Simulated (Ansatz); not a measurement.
One crystal and one scan (frozen-phonon scan) at two levels, PBE (plane waves to 420 eV, PAW, scalar-relativistic; Ansatz, a quantum-chemistry and plane-wave program) and r2SCAN (plane waves to 500 eV, PAW, scalar-relativistic; Ansatz), each from its own relaxed cell and on its own mesh.

The crystal is CaF2 (fluorite); a phonon pattern at Γ is frozen into a 3-atom cell, Q being the largest atomic displacement.

CaF2 was relaxed with its symmetry unable to fall. Both scans cover Q from -0.280 to 0.280 Å.

```
quantity                                                                                  run 1  run 2
----------------------------------------------------------------------------------------  -----  -----
Lattice constant a (Å)                                                                    5.511  5.439
Band gap of the relaxed cell, no spin-orbit coupling (eV)                                  7.14   8.03
Energy at Q = 0.280 Å (meV/cell)                                                            591    759
Harmonic wavenumber from the curvature (finite differences) (cm⁻¹ (negative: imaginary))    228    262
```

Which run is which level?

Run 1 is PBE, run 2 is r2SCAN. PBE gives the higher value for: lattice constant a. PBE gives the lower value for: band gap of the relaxed cell, no spin-orbit coupling; energy at Q = 0.280 Å; harmonic wavenumber from the curvature. Both give the same space group of the distorted cell: I4mm (No. 107), lowered from Fm-3m.

(For displaced atoms, the force is minus the slope of the energy, and its curvature is a force constant, which sets phonon frequencies.)
